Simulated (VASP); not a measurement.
# Se (Pm-3m) in VASP: single point with r2SCAN

Aim: the single point of Se with r2SCAN.

Everything below comes from runs of VASP 6.6.1. Logs are shortened: lines on timing, memory, paths and dates and some standing lists are left out, and cuts for length are marked.

**1. Starting point**

It takes space group Pm-3m (No. 221, cubic). The conventional cell has a = 2.811 Å, b = 2.811 Å, c = 2.811 Å, α = 90.00°, β = 90.00°, γ = 90.00°. Se (site symmetry m-3m) is surrounded by 6 Se at 2.81 Å.

This isn't the form of Se at room conditions, which is trigonal, of chains.

**2. Single point, r2SCAN**

POSCAR reads:

```
Se
1.0
    2.8105630200      0.0000000000      0.0000000000
    0.0000000000      2.8105630200      0.0000000000
    0.0000000000      0.0000000000      2.8105630200
Se
1
Direct
    0.0000000000      0.0000000000      0.0000000000
```

INCAR.step1 reads:

```
  ALGO = Normal
  EDIFF = 1E-4
  ENCUT = 520
  GGA = PE
  ISMEAR = 1
  LASPH = T
  LCHARG = F
  LREAL = F
  LWAVE = T
  NBANDS = 9
  NELM = 100
  PREC = Accurate
  SIGMA = 0.1
```

INCAR.step2 reads:

```
  ALGO = Normal
  EDIFF = 1E-6
  ENCUT = 520
  ISIF = 2
  ISMEAR = 1
  ISTART = 1
  LASPH = T
  LCHARG = F
  LMIXTAU = T
  LREAL = F
  LWAVE = F
  METAGGA = R2SCAN
  NBANDS = 9
  NELM = 100
  PREC = Accurate
  SIGMA = 0.1
```

KPOINTS reads:

```
k-points
0
Gamma
  6 6 6
```

Potentials or basis: VASP PAW PBE potentials, release 64 (Se).

Run with:

```sh
cat potpaw_PBE.64/Se/POTCAR > POTCAR
cp INCAR.step1 INCAR
mpirun -np 1 vasp_std > vasp.out
cp INCAR.step2 INCAR
mpirun -np 1 vasp_std > vasp.out
```

OUTCAR:

```text
EDIFF = 1E-6
   ENCUT = 520
   ISIF = 2
   ISMEAR = 1
   ISTART = 1
   LASPH = T
   LREAL = F
   METAGGA = R2SCAN
   NELM = 100
   PREC = Accurate

 ion  position               nearest neighbor table
   1  0.000  0.000  0.000-

  LATTYP: Found a simple cubic cell.
 ALAT       =     2.8105630200

  Lattice vectors:

 A1 = (   2.8105630200,   0.0000000000,   0.0000000000)
 A2 = (   0.0000000000,   2.8105630200,   0.0000000000)
 A3 = (   0.0000000000,   0.0000000000,   2.8105630200)

Analysis of symmetry for initial positions (statically):
=====================================================================
 Subroutine PRICEL returns:
 Original cell was already a primitive cell.

 Routine SETGRP: Setting up the symmetry group for a
 simple cubic supercell.

 Subroutine GETGRP returns: Found 48 space group operations
 (whereof 48 operations were pure point group operations)
 out of a pool of 48 trial point group operations.

The static configuration has the point symmetry O_h .

Analysis of symmetry for dynamics (positions and initial velocities):
=====================================================================
 Subroutine PRICEL returns:
 Original cell was already a primitive cell.

 Routine SETGRP: Setting up the symmetry group for a
 simple cubic supercell.

 Subroutine GETGRP returns: Found 48 space group operations
 (whereof 48 operations were pure point group operations)
 out of a pool of 48 trial point group operations.

The dynamic configuration has the point symmetry O_h .

 Subroutine INISYM returns: Found 48 space group operations
 (whereof 48 operations are pure point group operations),
 and found     1 'primitive' translations

----------------------------------------------------------------------------------------

                                     Primitive cell

  volume of cell :      22.2014

  direct lattice vectors                    reciprocal lattice vectors
     2.810563020  0.000000000  0.000000000     0.355800597  0.000000000  0.000000000
     0.000000000  2.810563020  0.000000000     0.000000000  0.355800597  0.000000000
     0.000000000  0.000000000  2.810563020     0.000000000  0.000000000  0.355800597

  length of vectors
     2.810563020  2.810563020  2.810563020     0.355800597  0.355800597  0.355800597

  position of ions in fractional coordinates (direct lattice)
     0.000000000  0.000000000  0.000000000

  ion indices of the primitive-cell ions
   primitive index   ion index
                 1           1

----------------------------------------------------------------------------------------

 KPOINTS: k-points

Automatic generation of k-mesh.
 Grid dimensions read from file:
 generate k-points for:    6    6    6

 Generating k-lattice:

  Cartesian coordinates                     Fractional coordinates (reciprocal lattice)
     0.059300099  0.000000000  0.000000000     0.166666667  0.000000000  0.000000000
     0.000000000  0.059300099  0.000000000     0.000000000  0.166666667  0.000000000
     0.000000000  0.000000000  0.059300099     0.000000000  0.000000000  0.166666667

  Length of vectors
     0.059300099  0.059300099  0.059300099

  Shift w.r.t. Gamma in fractional coordinates (k-lattice)
     0.000000000  0.000000000  0.000000000

 Subroutine IBZKPT returns following result:
 ===========================================

 Found     20 irreducible k-points:

 Following reciprocal coordinates:
            Coordinates               Weight
  0.000000  0.000000  0.000000      1.000000
  0.166667  0.000000  0.000000      6.000000
  0.333333  0.000000  0.000000      6.000000
  0.500000  0.000000  0.000000      3.000000
  0.166667  0.166667  0.000000     12.000000
  0.333333  0.166667  0.000000     24.000000
[... 12 lines left out ...]
  0.500000  0.500000  0.333333      6.000000
  0.500000  0.500000  0.500000      1.000000
   k-points           NKPTS =     20   k-points in BZ     NKDIM =     20   number of bands    NBANDS=      9
   number of dos      NEDOS =    301   number of ions     NIONS =      1
   total plane-waves  NPLWV =  13824
   dimension x,y,z NGX =    24 NGY =   24 NGZ =   24
   dimension x,y,z NGXF=    48 NGYF=   48 NGZF=   48
   ions per type =               1
   NGX,Y,Z   is equivalent  to a cutoff of  14.20, 14.20, 14.20 a.u.
   NGXF,Y,Z  is equivalent  to a cutoff of  28.39, 28.39, 28.39 a.u.
 SYSTEM =  unknown system
   PREC   = accura    normal or accurate (medium, high low for compatibility)
   ISTART =      1    job   : 0-new  1-cont  2-samecut
   ICHARG =      0    charge: 1-file 2-atom 10-const
   ISPIN  =      1    spin polarized calculation?
   LNONCOLLINEAR =      F non collinear calculations
   LSORBIT =      F    spin-orbit coupling
   LASPH  =      T    aspherical Exc in radial PAW
   ENCUT  =  520.0 eV  38.22 Ry    6.18 a.u.   5.23  5.23  5.23*2*pi/ulx,y,z
   NELM   =    100;   NELMIN=  2; NELMDL=  0     # of ELM steps
   EDIFF  = 0.1E-05   stopping-criterion for ELM
   LREAL  =      F    real-space projection
   EDIFFG = 0.1E-04   stopping-criterion for IOM
   NSW    =      0    number of steps for IOM
   IBRION =     -1    ionic relax: 0-MD 1-quasi-New 2-CG
   NFREE  =      0    steps in history (QN), initial steepest desc. (CG)
   ISIF   =      2    stress and relaxation
   ISYM   =      2    0-nonsym 1-usesym 2-fastsym
   POTIM  = 0.5000    time-step for ionic-motion
   TEBEG  =    0.0;   TEEND  =   0.0 temperature during run
   PSTRESS=    0.0 pullay stress
   NELECT =       6.0000    total number of electrons
   NUPDOWN=      -1.0000    fix difference up-down
   EMIN   =  10.00;   EMAX   =-10.00  energy-range for DOS
   EFERMI =   0.00;   METHOD = LEGACY
   ISMEAR =     1;   SIGMA  =   0.10  broadening in eV -4-tet -1-fermi 0-gaus
   EFERMI_NEDOS =   21; number of points for ismear=-14 and -15
   IALGO  =     38    algorithm
   IMIX   =      4    mixing-type and parameters
     AMIX     =   0.40;   BMIX     =  1.00
     AMIX_MAG =   1.60;   BMIX_MAG =  1.00
  volume/ion in A,a.u.               =      22.20       149.82
  Fermi-wavevector in a.u.,A,eV,Ry     =   1.058438  2.000157 15.242472  1.120290
  Thomas-Fermi vector in A             =   2.193747
   LORBIT       =      0    0 simple, 1 ext, 2 COOP (PROOUT), +10 PAW based schemes
   METAGGA = R2SCAN    functional components
   LHFCALC =     F    Hartree Fock is set to
   AEXX    =    0.0000 exact exchange contribution
   IVDW    =     0    specifies the selected vdW correction
   LEPSILON=     F    determine dielectric tensor
   LRPA    =     F    only Hartree local field effects (RPA)
 non-spin polarized calculation
 Methfessel and Paxton  Order N= 1 SIGMA  =   0.10
  energy-cutoff  :      520.00
  volume of cell :       22.20
 maximum number of plane-waves:       624
 NGX is ok and might be reduce to    24
   NGX = 11   NGY = 11   NGZ = 11

 number of electron       5.9999999 magnetization

 Free energy of the ion-electron system (eV)
  ---------------------------------------------------
  ext. energy  EPLUGINS =         0.00000000
  ---------------------------------------------------
  free energy    TOTEN  =       -13.88870875 eV

  energy without entropy =      -13.88692454  energy(sigma->0) =      -13.88811401

 E-fermi :   4.7652     XC(G=0): -10.5272

 val. band max:        4.4742646783   @ k =   0.3333   0.1667   0.1667
 cond. band min:       4.7950166070   @ k =   0.3333   0.1667   0.1667
 fundamental gap:      0.3207519287
 Fermi energy:         4.7652075077

 k-point     1 :       0.0000    0.0000    0.0000
  band No.  band energies     occupation
      1     -12.2176      2.00000
      2       6.1787     -0.00000
      3       6.1787     -0.00000
      4       6.1787     -0.00000
      5      12.8881      0.00000
      6      12.8881      0.00000
      7      13.5160      0.00000
      8      28.0743      0.00000
      9      28.0743      0.00000

 k-point     2 :       0.1667    0.0000    0.0000
  band No.  band energies     occupation
      1     -11.8032      2.00000
      2       3.0108      2.00000
      3       6.5008     -0.00000
      4       6.5008     -0.00000
      5      13.2934      0.00000
      6      13.8058      0.00000
      7      17.0764      0.00000
      8      24.0921      0.00000
      9      24.0921      0.00000

 k-point     3 :       0.3333    0.0000    0.0000
  band No.  band energies     occupation
      1     -10.7402      2.00000
      2      -0.9200      2.00000
      3       7.2535      0.00000
      4       7.2535      0.00000
      5      14.3361      0.00000
      6      15.2906      0.00000
      7      20.3397      0.00000
      8      20.4213      0.00000
      9      20.4213      0.00000

 k-point     4 :       0.5000    0.0000    0.0000
  band No.  band energies     occupation
      1      -9.9813      2.00000
      2      -2.6948      2.00000
      3       7.7093      0.00000
      4       7.7093      0.00000
      5      15.0853      0.00000
      6      17.3387      0.00000
      7      18.0976      0.00000
      8      18.9705      0.00000
      9      18.9705      0.00000
[... 157 lines left out ...]
 k-point    18 :       0.5000    0.3333    0.3333
  band No.  band energies     occupation
      1      -6.9844      2.00000
      2      -0.0716      2.00000
      3       2.0988      2.00000
      4       2.4785      2.00000
      5      10.9096      0.00000
      6      12.0283      0.00000
      7      14.1473      0.00000
      8      19.6647      0.00000
      9      27.6493      0.00000

 k-point    19 :       0.5000    0.5000    0.3333
  band No.  band energies     occupation
      1      -6.1863      2.00000
      2       0.5149      2.00000
      3       0.5149      2.00000
      4       2.8456      2.00000
      5       9.7800      0.00000
      6      12.5810      0.00000
      7      12.5810      0.00000
      8      17.5500      0.00000
      9      29.1441      0.00000

 k-point    20 :       0.5000    0.5000    0.5000
  band No.  band energies     occupation
      1      -5.3603      2.00000
      2       1.0635      2.00000
      3       1.0635      2.00000
      4       1.0635      2.00000
      5      10.9875      0.00000
      6      10.9875      0.00000
      7      10.9875      0.00000
      8      15.2777      0.00000
      9      35.0876      0.00000

------------------------ aborting loop because EDIFF is reached ----------------------------------------

  FORCE on cell =-STRESS in cart. coord.  units (eV):
  Direction    XX          YY          ZZ          XY          YZ          ZX
  --------------------------------------------------------------------------------------
  -------------------------------------------------------------------------------------
  Total       -0.0447897     -0.0447897     -0.0447897      0.0000000     -0.0000000      0.0000000
  in kB       -3.2322799     -3.2322799     -3.2322799      0.0000000     -0.0000000      0.0000000
  external PRESSURE =      -3.2322799 kB  Pullay stress =       0.0000000 kB

 VOLUME and BASIS-vectors are now :
 -----------------------------------------------------------------------------
  energy-cutoff  :      520.00
  volume of cell :       22.20
      direct lattice vectors                 reciprocal lattice vectors
     2.810563020  0.000000000  0.000000000     0.355800597  0.000000000  0.000000000
     0.000000000  2.810563020  0.000000000     0.000000000  0.355800597  0.000000000
     0.000000000  0.000000000  2.810563020     0.000000000  0.000000000  0.355800597

 POSITION                                       TOTAL-FORCE (eV/Angst)
 -----------------------------------------------------------------------------------
      0.00000      0.00000      0.00000         0.000000      0.000000      0.000000
 -----------------------------------------------------------------------------------
    total drift:                               -0.000000      0.000000      0.000000

  FREE ENERGIE OF THE ION-ELECTRON SYSTEM (eV)
  ---------------------------------------------------
  free  energy   TOTEN  =       -13.8887087508 eV

  energy  without entropy=      -13.8869245359  energy(sigma->0) =      -13.88811401
```

Run time: 11 s. Hardware: 1 thread of Intel Xeon Platinum 8488C (Sapphire Rapids), shared host; peak memory 0.14 GiB.

What came out:

```
Free energy            : -13.8887 eV
Pressure               : -0.3 GPa
Band gap on the k mesh : none (metal or under the smearing width)
```

Caveat: the k mesh is coarse (spacing up to 0.37 Å⁻¹), so the values aren't converged; the PAW data sets were made with another functional, which shifts forces and pressure a little.
